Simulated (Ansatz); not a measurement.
# Bi: levels along high-symmetry lines

```yaml
crystal:
  lattice:
    - [-1.98143, 1.98143, 1.98143]
    - [1.98143, -1.98143, 1.98143]
    - [1.98143, 1.98143, -1.98143]
  atoms:
    - { symbol: Bi, position: [0.00000, 0.00000, 0.00000] }
```

Structure from Materials Project entry mp-568610 (possibly hypothetical), not relaxed further.

These are results of DFT, PBE, all-electron LAPW, Dirac equation with spin-orbit coupling in Ansatz 0.2.0, not measurements.

Settings: a Γ-centred 13×13×13 k mesh, Fermi–Dirac smearing of 0.05 eV, basis error target 0.5 meV/atom, no spin polarisation.

Points in fractions of the reciprocal vectors of this cell: Γ (0, 0, 0), H (0.5, -0.5, 0.5), N (0, 0, 0.5), P (0.25, 0.25, 0.25). The path joins them by straight lines in the order Γ–H–N–Γ–P–H–P–N; legs that retrace an earlier one aren't tabulated. Energies are in eV from the Fermi level.

**Question.** Is there a gap?

**Answer.** none: bands cross the Fermi level, a metal.

**Question.** List the levels between -5 and 5 eV at the symmetry points.

**Answer.** 
Γ: 2.51 (×2)
H: -3.20 (×2), -1.09 (×4), 3.67 (×4)
N: 1.23 (×2), 3.80 (×2)
P: -3.39 (×2), -1.78 (×4)
